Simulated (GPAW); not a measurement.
The system is InP.

```xyz
2
Lattice="0.0000 2.9305 2.9305 2.9305 0.0000 2.9305 2.9305 2.9305 0.0000" Properties=species:S:1:pos:R:3 pbc="T T T"
In    0.0000    0.0000    0.0000
P     4.3957    4.3957    4.3957
```

Program: GPAW 26.7.0. Alike in all runs: cell as given.

**Question.** Order these runs on this cell by their band gap on the k mesh, lowest first.
A. level PBE; potentials or basis GPAW PAW data sets (gpaw-data 1.2.1), pw; spin SOC, no magnetisation; k mesh 6 × 6 × 6; cutoff (eV) 600; smearing fermi-dirac 0.05 eV; band path GXWKGLUWLK,UX; band points 100; spin axis theta (degrees) 0; spin axis phi (degrees) 0
B. level mBEEF; potentials or basis GPAW PAW data sets (gpaw-data 1.2.1), pw; spin SOC, no magnetisation; k mesh 6 × 6 × 6; cutoff (eV) 600; smearing fermi-dirac 0.05 eV; band path GXWKGLUWLK,UX; band points 60; spin axis theta (degrees) 90; spin axis phi (degrees) 0
C. level rSCAN; potentials or basis GPAW PAW data sets (gpaw-data 1.2.1), pw; spin SOC, no magnetisation; k mesh 6 × 6 × 6; cutoff (eV) 600; smearing fermi-dirac 0.05 eV; band path GXWKGLUWLK,UX; band points 100; spin axis theta (degrees) 54.7; spin axis phi (degrees) 45
D. level LDA; potentials or basis the program's PAW data sets (release 1.2.1) made for this functional, pw; spin off; k mesh 6 × 6 × 6; cutoff (eV) 450; smearing fermi-dirac 0.001 eV; response ecut 80 eV
E. level RPBE; potentials or basis the program's PAW data sets (release 1.2.1) made for this functional, pw; spin off; k mesh 8 × 8 × 8; cutoff (eV) 600; smearing fermi-dirac 0.05 eV; band path GXWKGLUWLK,UX; band points 60

**Answer.** D (0.47 eV), A (0.68 eV), E (0.85 eV), C (1.09 eV), B (1.28 eV).

Caveats: spin-orbit coupling was added after a scalar SCF, so levels and gaps hold it while energy, forces, pressure and moments don't (some runs); this program's spin-orbit splittings come out too wide for heavy elements (some runs); spin-orbit coupling is left out, which moves the levels of the heavy elements (some runs); the dielectric constant isn't converged in the k mesh (some runs); the long-wavelength limit can be off by a per cent or two (some runs); the gap is small at this level, which inflates the dielectric constant (some runs).

A k mesh can miss the band edges.

Not every run made on this cell is shown here.
